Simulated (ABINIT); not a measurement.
# Cu (P6_3/mmc) in ABINIT: reference runs, part 2 of 2

ABINIT 10.8.3 (patched build). Earlier steps stand in the parts before.

### 3 Single point, PBE

The input, run.py:

```python
import json, os
import numpy as np
from ase.units import GPa
from ase.calculators.abinit import Abinit, AbinitProfile
from ase.io import read

atoms = read('POSCAR')

profile = AbinitProfile(command='abinit', pp_paths=[os.path.abspath('pseudos')])
params = dict(
    pps='pawxml', xc='PBE',
    ecut=707.496,
    pawecutdg=1306.1465,
    kptopt=1,
    ngkpt=[12, 12, 7],
    nshiftk=1,
    shiftk=[0.0, 0.0, 0.0],
    ixc=11,
    nband=23,
    occopt=3,
    tsmear=0.05,
    nstep=100,
    tolvrs=1e-09,
    prtwf=0,
    prtden=0,
)

atoms.calc = Abinit(profile=profile, directory='run', **params)
energy = atoms.get_potential_energy()
forces = atoms.get_forces()
stress = atoms.get_stress()
print(f'energy {energy:.6f} eV')
print('forces (eV/A)')
print(np.round(forces, 5))
print('stress (GPa, Voigt, tension positive)', np.round(stress / GPa, 4))
json.dump(dict(energy=energy, forces=forces.tolist(), stress=stress.tolist(), cell=atoms.cell.tolist(), frac=atoms.get_scaled_positions(wrap=False).tolist()), open('results.json', 'w'))
```

The input, POSCAR:

```
Cu
1.0
    2.5340966698      0.0000000000      0.0000000000
   -1.2670483349      2.1945920917      0.0000000000
    0.0000000000      0.0000000000      4.1125710000
Cu
2
Direct
    0.6666666667      0.3333333333      0.7500000000
    0.3333333333      0.6666666667      0.2500000000
```

Potentials or basis: JTH PAW PBE v2.0.

The run is started by

```console
$ python run.py
```

The program printed:

```text
energy -10773.685501 eV
forces (eV/A)
[[-0. -0. -0.]
 [ 0.  0.  0.]]
stress (GPa, Voigt, tension positive) [-7.0022 -7.0022 -7.4749  0.      0.      0.    ]
```

abinit.in:

```text
ecut 707.496 eV
ixc 11
kptopt 1
natom 2
nband 23
ngkpt
12 12 7
nshiftk 1
nsppol 1
nstep 100
occopt 3
pawecutdg 1306.1465 eV
prtden 0
prtwf 0
shiftk
0.0 0.0 0.0
tolvrs 1e-09
tsmear 0.05 eV
#Definition of the unit cell
acell
1.00000000000000 1.00000000000000 1.00000000000000 Angstrom
rprim
2.53409666980000 0.00000000000000 0.00000000000000
-1.26704833490000 2.19459209170000 0.00000000000000
0.00000000000000 0.00000000000000 4.11257100000000
chkprim 0 # Allow non-primitive cells
#Definition of the atom types
ntypat 1
znucl 29
#Enumerate different atomic species
typat
 1 1
pseudos "./pseudos/Cu.GGA_PBE-JTH.xml"
#Definition of the atoms
xcart
2.39437434139815 1.38239267027529 5.82872464729448
-0.00000000023944 2.76478534096531 1.94290821576483
chkexit 1 # abinit.exit file in the running directory terminates after the current SCF
```

abinit.abo:

```text
.Version 10.8.3 of ABINIT
 Symmetries : space group P6_3/m m c (#194); Bravais hP (primitive hexag.)
================================================================================
 Values of the parameters that define the memory need of the present run
     intxc =       0    ionmov =       0      iscf =      17    lmnmax =      18
     lnmax =       6     mgfft =      36  mpssoang =       3    mqgrid =    3001
     natom =       2  nloc_mem =       2    nspden =       1   nspinor =       1
    nsppol =       1      nsym =      24    n1xccc =       1    ntypat =       1
    occopt =       3   xclevel =       2
       mpw =        1008          nfft =       20736          nkpt =          76
 PAW method is used; the additional fine FFT grid is defined by:
   mgfftf=        50    nfftf =     45000
================================================================================
================================================================================

--------------------------------------------------------------------------------
------------- Echo of variables that govern the present computation ------------
--------------------------------------------------------------------------------
 -outvars: echo values of preprocessed input variables --------
            acell      1.8897261259E+00  1.8897261259E+00  1.8897261259E+00 Bohr
              amu      6.35460000E+01
          chkexit           1
          chkprim           0
             ecut      2.59999984E+01 Hartree
                       outvar_i_n : Printing only first  50 k-points.
              ixc          11
                       outvar_i_n : Printing only first  50 k-points.
         kptrlatt       12    0    0      0   12    0      0    0    7
          kptrlen      5.44014300E+01
            natom           2
            nband          23
            ngfft          24      24      36
          ngfftdg          30      30      50
             nkpt          76
            nstep         100
             nsym          24
           ntypat           1
                       prtocc : prtvol=0, do not print more k-points.
           occopt           3
        pawecutdg      4.79999985E+01 Hartree
         pawxcdev           0
           prtden           0
            prtwf           0
            rprim      2.5340966698E+00  0.0000000000E+00  0.0000000000E+00
                      -1.2670483349E+00  2.1945920917E+00  0.0000000000E+00
                       0.0000000000E+00  0.0000000000E+00  4.1125710000E+00
          spgroup         194
           tolvrs      1.00000000E-09
           tsmear      1.83746611E-03 Hartree
            typat      1  1
           useylm           1
                       outvars : Printing only first  50 k-points.
           xangst      1.2670483349E+00  7.3153069719E-01  3.0844282499E+00
                      -2.3753057537E-11  1.4630613944E+00  1.0281427499E+00
            xcart      2.3943743412E+00  1.3823926704E+00  5.8287246474E+00
[... 134 lines left out ...]
    2     -0.00000000002375     1.46306139442552     1.02814274992290

 cartesian forces (hartree/bohr) at end:
    1     -0.00000000000000    -0.00000000000000    -0.00000000000000
    2      0.00000000000000     0.00000000000000     0.00000000000000
 frms,max,avg= 1.6231839E-29 2.4347688E-29   0.000E+00  0.000E+00  0.000E+00 h/b

 cartesian forces (eV/Angstrom) at end:
    1     -0.00000000000000    -0.00000000000000    -0.00000000000000
    2      0.00000000000000     0.00000000000000     0.00000000000000
 frms,max,avg= 8.3467472E-28 1.2520085E-27   0.000E+00  0.000E+00  0.000E+00 e/A
 length scales=  1.889726125908  1.889726125908  1.889726125908 bohr
              =  1.000000000000  1.000000000000  1.000000000000 angstroms
 Fermi (or HOMO) energy (hartree) =   0.27363   Average Vxc (hartree)=  -0.44731
 Eigenvalues (hartree) for nkpt=  76  k points:
 kpt#   1, nband= 23, wtk=  0.00099, kpt=  0.0000  0.0000  0.0000 (reduced coord)
  -3.86574   -3.86512   -2.30123   -2.29724   -2.29724   -2.29668   -2.29654   -2.29654
  -0.07922    0.08234    0.16207    0.16367    0.16367    0.17197    0.17197    0.18207
   0.18207    0.21175    0.21175    0.23450    0.42283    1.07228    1.08717
      occupation numbers for kpt#   1
   2.00000    2.00000    2.00000    2.00000    2.00000    2.00000    2.00000    2.00000
   2.00000    2.00000    2.00000    2.00000    2.00000    2.00000    2.00000    2.00000
   2.00000    2.00000    2.00000    2.00000    0.00000    0.00000    0.00000
 prteigrs : prtvol=0 or 1, do not print more k-points.

--- !EnergyTerms
iteration_state     : {dtset: 1, }
comment             : Components of total free energy in Hartree
kinetic             :  2.19595443710911E+01
hartree             :  8.09303628314119E+01
xc                  : -5.50594583648225E+00
Ewald energy        : -2.44891503343070E+02
psp_core            :  1.83233400512780E+01
local_psp           : -2.02240774098498E+02
PAW spherical_terms : -6.45003693761406E+01
internal            : -3.95925345400410E+02
'-kT*entropy'       : -2.94080516432278E-04
total_energy        : -3.95925639480926E+02
total_energy_eV     : -1.07736855006025E+04
...

--- !EnergyTermsDC
iteration_state     : {dtset: 1, }
comment             : '"Double-counting" decomposition of free energy'
band_energy         : -3.94996860474395E+01
Ewald energy        : -2.44891503343070E+02
psp_core            :  1.83233400512780E+01
xc_dc               : -7.93279726042601E+01
PAW spherical_terms : -5.05295139630659E+01
internal            : -3.95925335906557E+02
'-kT*entropy'       : -2.94080516432278E-04
total_energy_dc     : -3.95925629987073E+02
total_energy_dc_eV  : -1.07736852422616E+04
...

--- !EnergyTermsWithPAWCore
iteration_state     : {dtset: 1, }
comment             : 'Components of total free energy, including PAW core contributions'
Total energy        : -3.30997202376013E+03
Total energy DC     : -3.30997201426627E+03
Total energy (eV)   : -9.00689272019282E+04
Total energy DC (eV): -9.00689269435873E+04
...

 Cartesian components of stress tensor (hartree/bohr^3)
  sigma(1 1)= -2.38000905E-04  sigma(3 2)=  0.00000000E+00
  sigma(2 2)= -2.38000906E-04  sigma(3 1)=  0.00000000E+00
  sigma(3 3)= -2.54068308E-04  sigma(2 1)=  0.00000000E+00

-Cartesian components of stress tensor (GPa)         [Pressure=  7.1598E+00 GPa]
- sigma(1 1)= -7.00222838E+00  sigma(3 2)=  0.00000000E+00
- sigma(2 2)= -7.00222841E+00  sigma(3 1)=  0.00000000E+00
- sigma(3 3)= -7.47494769E+00  sigma(2 1)=  0.00000000E+00

== END DATASET(S) ==============================================================
================================================================================

 -outvars: echo values of variables after computation  --------
            acell      1.8897261259E+00  1.8897261259E+00  1.8897261259E+00 Bohr
           etotal     -3.9592562999E+02
            fcart     -1.4057144161E-29 -2.4347687895E-29 -6.7670112497E-32
                       1.4057144161E-29  2.4347687895E-29  6.7670112497E-32
            rprim      2.5340966698E+00  0.0000000000E+00  0.0000000000E+00
                      -1.2670483349E+00  2.1945920917E+00  0.0000000000E+00
                       0.0000000000E+00  0.0000000000E+00  4.1125710000E+00
           strten     -2.3800090530E-04 -2.3800090613E-04 -2.5406830789E-04
                       0.0000000000E+00  0.0000000000E+00  0.0000000000E+00
           xangst      1.2670483349E+00  7.3153069719E-01  3.0844282499E+00
                      -2.3753057537E-11  1.4630613944E+00  1.0281427499E+00
             xred      6.6666666665E-01  3.3333333331E-01  7.4999999998E-01
                       3.3333333331E-01  6.6666666665E-01  2.4999999998E-01
 Calculation completed.
```

Run time: 70 s. Hardware: 1 thread of Arm Neoverse V1, shared host; peak memory 0.14 GiB.

Results:

* Free energy: -10773.6852 eV
* Pressure: 7.2 GPa
* Band gap on the k mesh: none (metal or under the smearing width)
* Valence electrons inside the program's atomic spheres: Cu 17.39 (radii [1.0588] Å)

Stress tensor (GPa, compression positive):
```
7.00 0.00 0.00
0.00 7.00 0.00
0.00 0.00 7.47
```

### 4 Single point, PBE (atoms moved at random, drawn with an rms of 0.05 Å)

The input, run.abi:

```
# Pseudopotentials
pp_dirpath "./"
pseudos "Cu.GGA_PBE-JTH.xml"

# Structure
acell 3*1.0 Angstrom
rprim
     2.5340966698     0.0000000000     0.0000000000
    -1.2670483349     2.1945920917     0.0000000000
     0.0000000000     0.0000000000     4.1125710000
ntypat 1
znucl 29
natom 2
typat 1 1
xcart
     2.3682541100     1.4529181963     5.7815197456
     0.1012461190     2.7657405724     1.9325330847
chkprim 0
chksymtnons 0
tolsym 1.0e-6

# Plane-wave basis
ecut 26.0
pawecutdg 48.0

# k points
kptopt 1
ngkpt 12 12 7
nshiftk 1
shiftk 0.0 0.0 0.0

# Exchange and correlation
ixc 11

# Bands and occupations
nband 23
occopt 3
tsmear 0.00183747

# SCF cycle
nstep 100
tolvrs 1.0e-9

# Output
iomode 3
prtwf 0
prtden 0
prteig 0
prtebands 0
enunit 1
```

The run is started by

```console
$ abinit run.abi > log 2>&1
```

It took 7.3 min on 1 thread of Arm Neoverse V1, shared host; peak memory 0.4 GiB.

The run converged. Its results:

| Item | Value |
| --- | --- |
| Free energy | -10773.6795 eV |
| Pressure | 7.3 GPa |
| Largest force | 0.215 eV/Å |
| Band gap on the k mesh | none (metal or under the smearing width) |
| Valence electrons inside the program's atomic spheres | Cu 17.38, 17.39 (radii [1.0588] Å) |

Forces on the atoms (eV/Å):
```
Cu   0.116 -0.062  0.170
Cu  -0.116  0.062 -0.170
```

Stress tensor (GPa, compression positive):
```
 7.60 -0.97  0.10
-0.97  6.53 -0.07
 0.10 -0.07  7.87
```

Levels at points of the mesh, in eV from the Fermi level:
| k point | band 16 | band 17 | band 18 | band 19 | band 20 | band 21 | band 22 | band 23 |
| --- | --- | --- | --- | --- | --- | --- | --- | --- |
| (0.00, 0.00, 0.00) | -2.57 | -2.40 | -1.76 | -1.62 | -1.06 | 4.06 | 21.59 | 22.16 |
| (0.50, 0.00, 0.00) | -1.58 | -1.53 | -1.50 | -0.06 | 1.73 | 7.78 | 8.23 | 11.07 |
| (0.00, 0.50, 0.00) | -1.58 | -1.53 | -1.50 | -0.06 | 1.72 | 7.79 | 8.24 | 11.06 |
| (0.50, 0.50, 0.00) | -1.61 | -1.55 | -1.47 | 0.20 | 1.46 | 8.26 | 8.71 | 10.66 |
